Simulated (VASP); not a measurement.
Runs of VASP 6.6.1 on LiCl. Symmetry: Fm-3m, No. 225, cubic system. Conventional cell: a = 5.061 Å, b = 5.061 Å, c = 5.061 Å, α = 90.00°, β = 90.00°, γ = 90.00°. Li (site symmetry m-3m) is surrounded by 6 Cl at 2.53 Å. Cl (site symmetry m-3m) is surrounded by 6 Li at 2.53 Å. 

| task | level | cell | k mesh | cutoff (eV) | grid for exact exchange (PRECFOCK) | exchange at q = 0 | share of exact exchange | screening parameter | gap on the mesh (eV) |
| --- | --- | --- | --- | --- | --- | --- | --- | --- | --- |
| band structure | PBE-EpsX | Fm-3m, 16.2 Å³/atom | 6 × 6 × 6 | 520 | Fast | truncated | 0.3306 | - | 9.40 |
| relaxation of cell and atoms | PBEsol | relaxed | 10 × 10 × 10 | 600 | - | - | - | - | 6.37 |
| band structure | PBE0 | Fm-3m, 16.2 Å³/atom | 6 × 6 × 6 | 520 | Fast | truncated | - | - | (a) |
| band structure | HSE06 | Fm-3m, 16.2 Å³/atom | 6 × 6 × 6 | 520 | Fast | - | - | 0.2 1/A | 8.01 |

Alike in all rows: potentials or basis VASP PAW PBE potentials, release 64 (Li_sv, Cl); no spin polarisation; smearing gaussian 0.03 eV.

Question: Estimate the missing entries.

Answer: (a) 8.71.

Caveats: the cutoff is under 1.25 times the usual one of these potentials, so pressure, stress and relaxed cells hold a basis-set (Pulay) error; the PAW data sets were made with another functional, which shifts forces and pressure a little.

A k mesh can miss the band edges.

Runs at the PBE level aren't shown here.
